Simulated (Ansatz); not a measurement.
A relaxation computed with Ansatz, from input to last step.

```yaml
crystal:
  lattice:
    - [2.7477471727, 0.0, 0.0]
    - [-1.3738735863, 2.3796188547, 0.0]
    - [0.0, 0.0, 4.7325151795]
  atoms:
    - { symbol: Al, position: [0.6666666667, 0.3333333333, 0.75] }
    - { symbol: Al, position: [0.3333333333, 0.6666666667, 0.25] }
basis:
  ecutwfc: 420
kpoints:
  mp_grid: { grid: [24, 24, 12] }
hamiltonian:
  xc: pbe
  dispersion: d3bj
scf:
  occupations: { method: gaussian, width: 0.1 }
output:
  forces: true
  stress: true
  eigenvalues: true
  write_density: true
  write_potential: true
  elf: true
  volumetric_format: npy
relax:
  adjacent_minimum: "off"
  f_tol: 0.008
  max_steps: 40
  cell: { stress_tol: 0.015, fix: [a, b, gamma] }
```

```bash
ansatz run input.yaml --threads 1 --pin off --max-ram 2560MiB --backend cpu --events-out ev --progress --plain --runs-dir out
```

All numbers below come from DFT PBE+D3(BJ), scalar-relativistic, plane waves, PAW in Ansatz 0.2.0.

Of 4 frames 3 are shown, positions in Å and forces in eV/Å; the SCF threshold varies from step to step. Steps run on the plane waves of an earlier cell, with a Pulay correction in the pressure. The basis is chosen afresh for the last frame, the zero of the energies, and at times for earlier ones too; energy and pressure step there, also at an unchanged geometry.

```xyz
2
Lattice="2.7477 0.0000 0.0000 -1.3739 2.3796 0.0000 0.0000 0.0000 4.7325" Properties=species:S:1:pos:R:3:forces:R:3 pbc="T T T" step=1 free_energy_over_end_meV_per_atom=0.00 pressure_GPa=2.83
Al    1.3739    0.7932    3.5494    0.0000    0.0000    0.0000
Al    0.0000    1.5864    1.1831    0.0000    0.0000    0.0000
2
Lattice="2.7477 0.0000 0.0000 -1.3739 2.3796 0.0000 0.0000 0.0000 4.7310" Properties=species:S:1:pos:R:3:forces:R:3 pbc="T T T" step=2 free_energy_over_end_meV_per_atom=0.00 pressure_GPa=2.85
Al    1.3739    0.7932    3.5483    0.0000    0.0000    0.0000
Al    0.0000    1.5864    1.1828    0.0000    0.0000    0.0000
2
Lattice="2.7477 0.0000 0.0000 -1.3739 2.3796 0.0000 0.0000 0.0000 4.7300" Properties=species:S:1:pos:R:3:forces:R:3 pbc="T T T" step=4 free_energy_over_end_meV_per_atom=0.00 pressure_GPa=2.87
Al    1.3739    0.7932    3.5475    0.0000    0.0000    0.0000
Al    0.0000    1.5864    1.1825    0.0000    0.0000    0.0000
```

Time: 19 s on 1 thread of Arm Neoverse V2, on a shared host, peak memory 0.4 GiB.